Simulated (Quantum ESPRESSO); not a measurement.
The system is ZnS.

```
Zn S
1.0
     0.00000    2.70200    2.70200
     2.70200    0.00000    2.70200
     2.70200    2.70200    0.00000
Zn S
1 1
Direct
  0.75000 0.75000 0.75000
  0.00000 0.00000 0.00000
```

| Quantity | Value |
| --- | --- |
| Program | Quantum ESPRESSO 7.5 |
| Task | single point |
| Functional | PBE |
| Potentials or basis | SSSP 1.3 efficiency PBE |
| Cutoff | 748 eV |
| Density cutoff | 5987 eV |
| k mesh | 9 × 9 × 9 |
| Occupations | fermi-dirac, width 0.05 eV |
| Spin | no spin polarisation |

On this cell: pressure 1.7 GPa; largest force zero by symmetry; band gap on the k mesh 2.11 eV, direct.

The same run follows on a disturbed copy (atoms moved at random, drawn with an rms of 0.05 Å):

```xyz
2
Lattice="0.0000 2.7020 2.7020 2.7020 0.0000 2.7020 2.7020 2.7020 0.0000" Properties=species:S:1:pos:R:3 pbc="T T T"
Zn    4.0301    4.0193    4.0083
S     0.0000   -0.0564    0.0076
```

Task: What changes?

Result: The energy moves by +5.8 meV/atom; pressure 1.8 GPa; largest force 0.391 eV/Å; band gap on the k mesh 2.07 eV, direct.

Forces on the atoms (eV/Å):
```
Zn   0.162 -0.161  0.317
S   -0.162  0.161 -0.317
```

Stress tensor (GPa, compression positive):
```
 1.83 -1.27  0.64
-1.27  1.83 -0.64
 0.64 -0.64  1.75
```

